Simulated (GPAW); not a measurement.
# Pb (Fm-3m) in GPAW: notebook, part 2 of 2

GPAW 26.7.0.

## (3) Relaxation of cell and atoms, BLYP+D3(BJ)

The input, run.py:

```python
from ase.calculators.mixing import SumCalculator
from ase.filters import FrechetCellFilter
from ase.io import read, write
from ase.optimize import BFGS
from dftd3.ase import DFTD3
from gpaw import GPAW, PW, setup_paths

setup_paths.insert(0, '.')

atoms = read('POSCAR')

calc = GPAW(mode=PW(600),
            xc='BLYP',
            kpts={'size': (9, 9, 9), 'gamma': True},
            occupations={'name': 'fermi-dirac', 'width': 0.05},
            nbands=14,
            convergence={'density': 1e-05, 'forces': 0.0001},
            eigensolver='davidson',
            maxiter=150,
            txt='gpaw.txt')
atoms.calc = SumCalculator([calc, DFTD3(method='blyp', damping='d3bj')])
opt = BFGS(FrechetCellFilter(atoms), trajectory='relax.traj', logfile='-')
done = opt.run(fmax=0.05, steps=40)
calc.write('gs.gpw')
write('result.traj', atoms)
print('Converged:', done)
print('Cell:', atoms.cell.cellpar().round(4))
print('Volume:', round(atoms.get_volume(), 4))
print(atoms.get_scaled_positions().round(5))
```

The input, POSCAR:

```
Pb
1.0
    0.0000000000      2.4750200000      2.4750200000
    2.4750200000      0.0000000000      2.4750200000
    2.4750200000      2.4750200000      0.0000000000
Pb
1
Direct
    0.0000000000      0.0000000000      0.0000000000
```

Potentials or basis: PAW data sets generated in the run's folder for this functional, pw.

Launch:

```sh
> gpaw-setup -f BLYP Pb
> OMP_NUM_THREADS=1 python run.py
```

gpaw.txt:

```text
__  _  _
 | _ |_)|_||  |
 |__||  | ||/\| - 26.7.0

Input parameters:
  mode=PW(ecut=600.0),
  convergence={'density': 1e-05, 'forces': 0.0001},
  eigensolver=Davidson(niter=2),
  kpts=MonkhorstPack(size=(9, 9, 9), gamma=True),
  maxiter=150,
  nbands=14,
  occupations=Occupations(name='fermi-dirac', width=0.05),
  xc=XC(name='BLYP')

Diagonalizing LCAO Hamiltonian
Converting LCAO to pw mode

       Pb

Atoms  # Å, Bohr magnetons
|   | symbol |        x |        y |        z |    initial magnetic moments |
|---|--------|----------|----------|----------|-----------------------------|
| 0 |     Pb | 0.000000 | 0.000000 | 0.000000 | ( 0.0000,  0.0000,  0.0000) |

Unit cell  # Å
| periodic |        x |        y |        z |  lengths |    angles |
|----------|----------|----------|----------|----------|-----------|
|      yes | 0.000000 | 2.475020 | 2.475020 | 3.500207 | 60.000000 |
|      yes | 2.475020 | 0.000000 | 2.475020 | 3.500207 | 60.000000 |
|      yes | 2.475020 | 2.475020 | 0.000000 | 3.500207 | 60.000000 |

Number of symmetries: 48
Symmetry operations  # r_c * U_cc + t_c -> r_c
|    | kind |            matrix            |
|----|------|------------------------------|
|  0 |  σ   |  1, 0, 0,  1, 0,-1,  1,-1, 0 |
|  1 |  C2  |  1, 0, 0,  1,-1, 0,  1, 0,-1 |
|  2 |  E   |  1, 0, 0,  0, 1, 0,  0, 0, 1 |
|  3 |  σ   |  1, 0, 0,  0, 0, 1,  0, 1, 0 |
|  4 |  C4  |  1, 0,-1,  1, 0, 0,  1,-1, 0 |
|  5 |  S6  |  1, 0,-1,  1,-1, 0,  1, 0, 0 |
|  6 |  σ   |  1, 0,-1,  0, 1,-1,  0, 0,-1 |
|  7 |  C3  |  1, 0,-1,  0, 0,-1,  0, 1,-1 |
|  8 |  S6  |  1,-1, 0,  1, 0, 0,  1, 0,-1 |
|  9 |  C4  |  1,-1, 0,  1, 0,-1,  1, 0, 0 |
| 10 |  C3  |  1,-1, 0,  0,-1, 1,  0,-1, 0 |
| 11 |  σ   |  1,-1, 0,  0,-1, 0,  0,-1, 1 |
| 12 |  σ   |  0, 1, 0,  1, 0, 0,  0, 0, 1 |
| 13 |  C4  |  0, 1, 0,  0, 1,-1, -1, 1, 0 |
| 14 |  C3  |  0, 1, 0,  0, 0, 1,  1, 0, 0 |
| 15 |  S6  |  0, 1, 0, -1, 1, 0,  0, 1,-1 |
| 16 |  C2  |  0, 1,-1,  1, 0,-1,  0, 0,-1 |
[... 17 lines left out ...]
| 34 |  S4  |  0,-1, 0,  0,-1, 1,  1,-1, 0 |
| 35 |  C2  |  0,-1, 0, -1, 0, 0,  0, 0,-1 |
| 36 |  C2  | -1, 1, 0,  0, 1, 0,  0, 1,-1 |
| 37 |  S6  | -1, 1, 0,  0, 1,-1,  0, 1, 0 |
| 38 |  S4  | -1, 1, 0, -1, 0, 1, -1, 0, 0 |
| 39 |  C3  | -1, 1, 0, -1, 0, 0, -1, 0, 1 |
| 40 |  S6  | -1, 0, 1,  0, 0, 1,  0,-1, 1 |
| 41 |  C2  | -1, 0, 1,  0,-1, 1,  0, 0, 1 |
| 42 |  C3  | -1, 0, 1, -1, 1, 0, -1, 0, 0 |
| 43 |  S4  | -1, 0, 1, -1, 0, 0, -1, 1, 0 |
| 44 |  C2  | -1, 0, 0,  0, 0,-1,  0,-1, 0 |
| 45 |  i   | -1, 0, 0,  0,-1, 0,  0, 0,-1 |
| 46 |  σ   | -1, 0, 0, -1, 1, 0, -1, 0, 1 |
| 47 |  C2  | -1, 0, 0, -1, 0, 1, -1, 1, 0 |

BZ-sampling:
  Number of BZ points: 729
  Number of IBZ points: 35

  Monkhorst-Pack size: [9, 9, 9]
  Monkhorst-Pack shift: [0, 0, 0]

K-points  # in reciprocal-cell coordinates
|     |                                coordinates |     weight |
|-----|--------------------------------------------|------------|
|   0 | (  0.00000000,   0.00000000,   0.00000000) | 0.00137174 |
|   1 | (  0.11111111,   0.11111111,   0.00000000) | 0.00823045 |
|   2 | (  0.11111111,   0.11111111,   0.11111111) | 0.01097394 |
|   3 | (  0.22222222,   0.11111111,   0.11111111) | 0.01646091 |
|   4 | (  0.22222222,   0.22222222,   0.00000000) | 0.00823045 |
|   5 | (  0.22222222,   0.22222222,   0.11111111) | 0.03292181 |
|   6 | (  0.22222222,   0.22222222,   0.22222222) | 0.01097394 |
|   7 | (  0.33333333,   0.22222222,   0.11111111) | 0.03292181 |
|   8 | (  0.33333333,   0.22222222,   0.22222222) | 0.03292181 |
|   9 | (  0.33333333,   0.33333333,  -0.33333333) | 0.01646091 |
| ... |                                            |            |
|  34 | (  0.44444444,   0.44444444,   0.44444444) | 0.01097394 |

Plane wave coefficients: 1022
Cutoff: 600.0 eV

Spin-components: 1 (collinear spins)
Bands:           14
Projectors:      6
Spin-degeneracy: 2
Datatype:        complex128

Parallelization:
  kpt:    1
  domain: 1
  band:   1

Density:
  Valence electrons: 14.0
  Components: 1
  Grid points: [20 20 20]
  Charge: 0.0  # |e|

[... 193 lines left out ...]
| 41 |  C2  | -1, 0, 1,  0,-1, 1,  0, 0, 1 |
| 42 |  C3  | -1, 0, 1, -1, 1, 0, -1, 0, 0 |
| 43 |  S4  | -1, 0, 1, -1, 0, 0, -1, 1, 0 |
| 44 |  C2  | -1, 0, 0,  0, 0,-1,  0,-1, 0 |
| 45 |  i   | -1, 0, 0,  0,-1, 0,  0, 0,-1 |
| 46 |  σ   | -1, 0, 0, -1, 1, 0, -1, 0, 1 |
| 47 |  C2  | -1, 0, 0, -1, 0, 1, -1, 1, 0 |

BZ-sampling:
  Number of BZ points: 729
  Number of IBZ points: 35

  Monkhorst-Pack size: [9, 9, 9]
  Monkhorst-Pack shift: [0, 0, 0]

K-points  # in reciprocal-cell coordinates
|     |                                coordinates |     weight |
|-----|--------------------------------------------|------------|
|   0 | (  0.00000000,   0.00000000,   0.00000000) | 0.00137174 |
|   1 | (  0.11111111,   0.11111111,   0.00000000) | 0.00823045 |
|   2 | (  0.11111111,   0.11111111,   0.11111111) | 0.01097394 |
|   3 | (  0.22222222,   0.11111111,   0.11111111) | 0.01646091 |
|   4 | (  0.22222222,   0.22222222,   0.00000000) | 0.00823045 |
|   5 | (  0.22222222,   0.22222222,   0.11111111) | 0.03292181 |
|   6 | (  0.22222222,   0.22222222,   0.22222222) | 0.01097394 |
|   7 | (  0.33333333,   0.22222222,   0.11111111) | 0.03292181 |
|   8 | (  0.33333333,   0.22222222,   0.22222222) | 0.03292181 |
|   9 | (  0.33333333,   0.33333333,  -0.33333333) | 0.01646091 |
| ... |                                            |            |
|  34 | (  0.44444444,   0.44444444,   0.44444444) | 0.01097394 |

Plane wave coefficients: 1026
Cutoff: 600.0 eV

Spin-components: 1 (collinear spins)
Bands:           14
Projectors:      6
Spin-degeneracy: 2
Datatype:        complex128

Parallelization:
  kpt:    1
  domain: 1
  band:   1

Density:
  Valence electrons: 14.0
  Components: 1
  Grid points: [20 20 20]
  Charge: 0.0  # |e|

Potential:
  Grid points: [20 20 20]

species:
  Pb:
    name:    Lead
    Z:       82.0
    valence: 14
    core:    68
    charge:  0.0  # [|e|]
    compensation charges:
      type: gauss
      rc: 0.38  # [Å]
      lmax: 2
    cutoffs:
      filter: 2.36  # [Å]
      core: 2.43  # [Å]
    projectors
    | kind |    occ | energy [eV] | rcut [Å] |
    |------|--------|-------------|----------|
    |   6s |  2.000 |     -11.882 |    1.259 |
    |   6p |  2.000 |      -3.433 |    1.275 |
    |   5d | 10.000 |     -20.985 |    1.217 |
    |    s |        |      15.329 |    1.259 |
    |    p |        |      23.778 |    1.275 |
    |    d |        |       6.227 |    1.217 |

    Using partial waves for Pb as LCAO basis

Reference energy: -567303.352996  # eV

eigensolver:
  Davidson
  Converge bands: occupied
  niter=2

density mixing:
  MSR1-Mixer
  Pratt-step length: 0.05
  Maximum mixing coefficient: 0.75
  Old densities: 10
  SVD Regularization: 0.005
  Good broyden scale: 1.0
  Trust region scale: 1.0
  Backstep threshold: 4.0
  History deletion threshold: 6.0
  Fourier metric: weight=20.0, sigma=0.015

occupation numbers:
  Fermi-Dirac:
    width: 0.0500  # eV

poisson solver:
  ecut: 4800.0  # eV

xc functional:
  name: BLYP with 2 nearest neighbor stencil

convergence criteria:
- Maximum integral of absolute [dens]ity change: 1e-05 electrons / valence electron
- Maximum change in the atomic [forces] across last 2 cycles: 0.0001 eV/Ang OR
Maximum error relative to the maximum force is below inf
- Maximum [total energy] change in last 3 cyles: 0.0005 eV / valence electron
- Maximum integral of absolute [eigenst]ate change: 4e-08 eV^2 / valence electron
maximum number of iterations: 150

SCF iterations
|iter     | |      energy | eigst |  dens |force |
|---------|-|-------------|-------|-------|------|
|iter:   1| |   -3.067628 |       |       |      |
|iter:   2| |   -3.067571 | -5.17 | -2.79 |      |
|iter:   3| |   -3.067283c| -4.34 | -2.82 |      |
|iter:   4| |   -3.067276c| -5.83 | -3.50 |      |
|iter:   5| |   -3.067282c| -5.43 | -3.75 |      |
|iter:   6| |   -3.067283c| -6.62 | -4.87 |      |
|iter:   7| |   -3.067283c| -7.18 | -5.18c|      |
|iter:   8| |   -3.067283c| -8.79c| -5.29c|      |
|iter:   9| |   -3.067283c| -9.07c| -5.83c|-23.73c|

Converged in 9 steps
Energy contributions relative to reference atoms: (reference = -567303.352996)

Energy contributions:
  Kinetic:          10.383360
  Coulomb:         -10.208502
  Zero:              0.115231
  External:          0.000000
  Xc:               -3.355678
  Entropy:          -0.003388
  Spinorbit:         0.000000
  ----------------------------
  Free energy:      -3.068977
  Extrapolated:     -3.067283

dipole moment: (-21.041383, -21.041383, -21.041383)  # |e|*Ang

Fermi level: 7.917
Eigenvalues  # (at kpt = [0.000, 0.000, 0.000])
| band index |      eig [eV] | occ [0-2] |
|------------|---------------|-----------|
|          0 |        -9.044 |     2.000 |
|          1 |        -9.044 |     2.000 |
|          2 |        -9.044 |     2.000 |
|          3 |        -8.904 |     2.000 |
|          4 |        -8.904 |     2.000 |
|          5 |        -3.686 |     2.000 |
|          6 |        15.217 |     0.000 |
|          7 |        15.217 |     0.000 |
|          8 |        15.217 |     0.000 |
|          9 |        18.195 |     0.000 |
|         10 |        19.833 |     0.000 |
|         11 |        20.641 |     0.000 |
|         12 |        20.641 |     0.000 |
|         13 |        20.641 |     0.000 |

No gap
No difference between direct/indirect transitions

Stress tensor  # eV/Ang^3
|         x |         y |         z |
|-----------|-----------|-----------|
| -0.034207 | -0.000000 |  0.000000 |
| -0.000000 | -0.034207 |  0.000000 |
|  0.000000 |  0.000000 | -0.034207 |

Forces  # eV/Ang
|       x |       y |        z |
|---------|---------|----------|
| 0.00000 | 0.00000 | -0.00000 |  # Pb   0

# Writing to gs.gpw (mode='')
```

Wall time 17 s (1 thread of Arm Neoverse V1, shared host); peak memory 0.15 GiB.

What came out:

```
Free energy                            : -4.0657 eV
Relaxed volume                         : 30.40 Å³/atom
Relaxed cell                           : a = 3.503 Å, b = 3.503 Å, c = 3.503 Å, α = 60.00°, β = 60.00°, γ = 60.00°
Space group after relaxing (to 0.05 Å) : Fm-3m (No. 225)
Energy gained by relaxing              : 0.1 meV/atom
Ionic steps                            : 2
Pressure after relaxing                : 0.2 GPa
Band gap on the k mesh                 : none (metal or under the smearing width)
Dispersion energy per atom             : -0.997 eV
```

Step by step:
| step | energy change (eV) | largest force (eV/Å) | pressure (GPa) | volume (Å³) |
| --- | --- | --- | --- | --- |
| 1 | 0.0000 | 0.0000 | 0.33 | 30.32 |
| 2 | -0.0001 | 0.0000 | 0.21 | 30.40 |

Final structure:
```
CELL_PARAMETERS angstrom
0.00000 2.47720 2.47720
2.47720 0.00000 2.47720
2.47720 2.47720 0.00000
ATOMIC_POSITIONS crystal
Pb 0.00000 0.00000 0.00000
```

Caveat: later steps reuse the first step's grids; pairwise dispersion overbinds metals, which lowers pressure and volume. The run has no spin-orbit coupling, so splittings on Pb are missing.

## (4) Relaxation of cell and atoms, BLYP+D4

Edit run.py of step 3 so:

```diff
@@ -4,3 +4,3 @@
 from ase.optimize import BFGS
-from dftd3.ase import DFTD3
+from dftd4.ase import DFTD4
 from gpaw import GPAW, PW, setup_paths
@@ -9,3 +9,3 @@
 
-atoms = read('POSCAR')
+atoms = read('Pb.xyz')
 
@@ -20,5 +20,5 @@
             txt='gpaw.txt')
-atoms.calc = SumCalculator([calc, DFTD3(method='blyp', damping='d3bj')])
+atoms.calc = SumCalculator([calc, DFTD4(method='blyp')])
 opt = BFGS(FrechetCellFilter(atoms), trajectory='relax.traj', logfile='-')
-done = opt.run(fmax=0.05, steps=40)
+done = opt.run(fmax=0.02, steps=100)
 calc.write('gs.gpw')
```

The input, Pb.xyz:

```xyz
1
Lattice="0.0000000000 2.4750200000 2.4750200000 2.4750200000 0.0000000000 2.4750200000 2.4750200000 2.4750200000 0.0000000000" Properties=species:S:1:pos:R:3 pbc="T T T"
Pb     0.0000000000      0.0000000000      0.0000000000
```

Launch:

```sh
> gpaw-setup -f BLYP Pb
> OMP_NUM_THREADS=1 python run.py
```

Run time: 25 s. Hardware: 1 thread of Arm Neoverse V1, shared host; peak memory 0.16 GiB.

The run converged. Its results:

```yaml
Free_energy: -3.8618 eV
Relaxed_volume: 31.35 Å³/atom
Relaxed_cell: a = 3.539 Å, b = 3.539 Å, c = 3.539 Å, α = 60.00°, β = 60.00°, γ = 60.00°
Space_group_after_relaxing_to_0.05_Å: Fm-3m (No. 225)
Energy_gained_by_relaxing: 4.9 meV/atom
Ionic_steps: 3
Pressure_after_relaxing: 0.0 GPa
Band_gap_on_the_k_mesh: none (metal or under the smearing width)
Dispersion_energy_per_atom: -0.765 eV
```

The path:
```tsv
step	energy change (eV)	largest force (eV/Å)	pressure (GPa)	volume (Å³)
1	0.0000	0.0000	1.54	30.32
2	-0.0029	0.0000	0.95	30.70
3	-0.0049	0.0000	0.04	31.35
```

Final structure:
```yaml
crystal:
  lattice:
    - [0.00000, 2.50278, 2.50278]
    - [2.50278, 0.00000, 2.50278]
    - [2.50278, 2.50278, 0.00000]
  atoms:
    - { symbol: Pb, position: [0.00000, 0.00000, 0.00000] }
```

Levels at points of the mesh, in eV from the Fermi level:
```csv
k point,band 5,band 6,band 7,band 8,band 9,band 10
"(0.00, 0.00, 0.00)",-16.81,-11.41,7.05,7.05,7.05,10.25
```

Caveat: later steps reuse the first step's grids; pairwise dispersion overbinds metals, which lowers pressure and volume. Spin-orbit coupling is left out, which matters for the levels of Pb.

## (5) The runs side by side

| level | potentials or basis | optimizer | fmax | max steps | eigensolver | gap on the mesh (eV) | pressure (GPa) | relaxed volume (Å³/atom) |
| --- | --- | --- | --- | --- | --- | --- | --- | --- |
| revPBE+D4 | the program's PAW data sets (release 1.2.1) made for this functional, pw | LBFGS | 0.01 eV/Å | 100 | - | none | 0.0 | 30.34 |
| BLYP+D3(BJ) | PAW data sets generated in the run's folder for this functional, pw | BFGS | 0.05 eV/Å | 40 | davidson | none | 0.2 | 30.40 |
| BLYP+D4 | PAW data sets generated in the run's folder for this functional, pw | BFGS | 0.02 eV/Å | 100 | davidson | none | 0.0 | 31.35 |

Alike in all rows: task relaxation of cell and atoms; no spin polarisation; cell relaxed; k mesh 9 × 9 × 9; cutoff (eV) 600; smearing fermi-dirac 0.05 eV.

Caveats: later steps reuse the first step's grids; pairwise dispersion overbinds metals, which lowers pressure and volume.

Absolute energies hang on the potentials; compare differences alone.

## (6) How close it comes

Step 2. The cell as given is a measured one (30.32 Å³/atom); revPBE+D4 puts the equilibrium volume +0.1 % from it, thermal expansion not counted.

Step 3. The cell as given is a measured one (30.32 Å³/atom); BLYP+D3(BJ) puts the equilibrium volume +0.3 % from it, thermal expansion not counted.

Step 4. The cell as given is a measured one (30.32 Å³/atom); BLYP+D4 puts the equilibrium volume +3.4 % from it, thermal expansion not counted.
